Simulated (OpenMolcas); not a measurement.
**CH4N2O (urea): a line through the functionals**

CH4N2O has 8 atoms, charge 0, and is taken as a singlet. SMILES: `NC(N)=O`. The coordinates come from a PBE0-D4/def2-TZVP relaxation. This is one conformer, not always the lowest.

The HOMO–LUMO gap y, in eV, basis def2-SVPD; a is the functional's share of exact exchange. Programs: OpenMolcas 26.06.

| functional | program | a | y (eV) |
| --- | --- | --- | --- |
| TPSS | OpenMolcas | 0 | 5.91 |
| revPBE | OpenMolcas | 0 | 5.57 |
| B3LYP | OpenMolcas | 0.2 | ? |
| PBE0 | OpenMolcas | 0.25 | 8.05 |
| BHLYP | OpenMolcas | 0.5 | 10.09 |
| PBE50 | OpenMolcas | 0.5 | 10.42 |

Problem. Fit y = c + s·a to the known rows and predict B3LYP.

Solution. 
1. Means of the 5 rows: a = 0.2500, y = 8.008.
2. Σ(Δa)² = 0.25, Σ(Δa·Δy) = 2.2575, so the slope is 2.2575/0.25 = 9.03.
3. Intercept: 8.008 − (9.03) × 0.2500 = 5.750. The largest residual of the fit is 0.18.
4. B3LYP: 5.750 + (9.03) × 0.2 = 7.56 eV.

The run gave 7.44 eV, so the prediction is off by +0.12 eV, within the scatter of the fit. Exact exchange lowers occupied levels and raises empty ones. The rows mix families of semi-local functionals, which the line can't see.
